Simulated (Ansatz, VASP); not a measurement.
**MgO: VASP beside Ansatz**

The input INCAR:

```
PREC     = Accurate       # precision mode
ENCUT    = 520            # plane-wave cutoff, eV
EDIFF    = 1E-6           # SCF threshold, eV
ISMEAR   = 0              # smearing method
SIGMA    = 0.05           # smearing width, eV
LREAL    = False          # projectors in reciprocal space
LASPH    = True           # aspherical terms in the spheres
NELM     = 100            # most SCF steps
ALGO     = Normal         # electronic algorithm
ISIF     = 2              # what is computed and relaxed
LWAVE    = False          # write WAVECAR
LCHARG   = False          # write CHGCAR
GGA      = PS             # functional
NBANDS   = 16             # bands
```

KPOINTS

```
regular mesh
0
Gamma
  9 9 6
```

POSCAR

```
MgO
1.0
    3.5763691814      0.0000000000      0.0000000000
   -1.7881845907      3.0972265644      0.0000000000
    0.0000000000      0.0000000000      3.9988201221
Mg O
2 2
Direct
    0.6626356829      0.3252713658      0.7500000000
    0.3373643171      0.6747286342      0.2500000000
    0.6696346346      0.3392692692      0.2500000000
    0.3303653654      0.6607307308      0.7500000000
```

Input for Ansatz:

```yaml
crystal:
  lattice:
    - [3.5763691814, 0.0, 0.0]
    - [-1.7881845907, 3.0972265644, 0.0]
    - [0.0, 0.0, 3.9988201221]
  atoms:
    - { symbol: Mg, position: [0.6626356829, 0.3252713658, 0.75] }
    - { symbol: Mg, position: [0.3373643171, 0.6747286342, 0.25] }
    - { symbol: O, position: [0.6696346346, 0.3392692692, 0.25] }
    - { symbol: O, position: [0.3303653654, 0.6607307308, 0.75] }
basis:
  ecutwfc: 520.0
kpoints:
  mp_grid: { grid: [9, 9, 6] }
hamiltonian:
  xc: pbesol
  pseudopotentials: { kind: paw, azcp: { folder: soft_1 } }
scf:
  occupations: { method: gaussian, width: 0.05 }
output:
  forces: true
  stress: true
  eigenvalues: true
```

Change from the starting cell: mode 5 frozen in at -0.024 Å, strain +e along z and -e/2 along x and y -0.0467.

Alike in both runs: task single point; functional PBEsol; k mesh 9 × 9 × 6; occupations gaussian, width 0.05 eV; no spin polarisation.

```csv
,VASP,Ansatz
version,VASP 6.6.1,Ansatz 0.2.0
potentials or method,"VASP PAW PBE potentials, release 64 (Mg, O)","scalar-relativistic, plane waves, PAW"
plane-wave cutoff (eV),520,520
valence electrons in the cell,16,32
```

```csv
,VASP,Ansatz,Ansatz less VASP
gap on the k mesh at the Fermi level (eV),3.36,3.37,+0.009
least direct gap on the mesh (eV),3.36,3.37,+0.009
pressure (GPa),1.6,2.1,+0.49
largest component of the traceless stress (GPa),9.74,9.71,-0.031
rms of the force components (eV/Å),0.090,0.088,-0.0011
```

Atom by atom the forces differ by 0.001 eV/Å (rms over components). The two sets of potentials don't hold the same shells in valence. Ansatz warned: «pseudo_functional_mismatch».

Caveats: the PAW data sets were made with another functional, which shifts forces and pressure a little (VASP).
